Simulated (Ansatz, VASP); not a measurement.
**Rb: VASP beside Ansatz**

```
CELL_PARAMETERS angstrom
-2.36302 2.36302 8.43170
2.36302 -2.36302 8.43170
2.36302 2.36302 -8.43170
ATOMIC_POSITIONS crystal
Rb 0.50000 0.50000 0.00000
Rb 0.25000 0.75000 0.50000
```

Change from the starting cell: volume scaled by 0.98.

Alike in both runs: task single point; functional PBE; k mesh 8 × 8 × 8; occupations fermi-dirac, width 0.05 eV; no spin polarisation.

```csv
,VASP,Ansatz
version,VASP 6.6.1,Ansatz 0.2.0
potentials or method,"VASP PAW PBE potentials, release 64 (Rb_sv)",Ansatz PAW
plane-wave cutoff (eV),520,420
valence electrons in the cell,18,18
```

```csv
,VASP,Ansatz,Ansatz less VASP
gap on the k mesh at the Fermi level (eV),none,none,-
pressure (GPa),0.0,0.0,0.00
```

A gap of «none» marks a metal or a gap that the smearing closes. With one functional, cell and mesh, what is left measures potentials, basis and numerics.
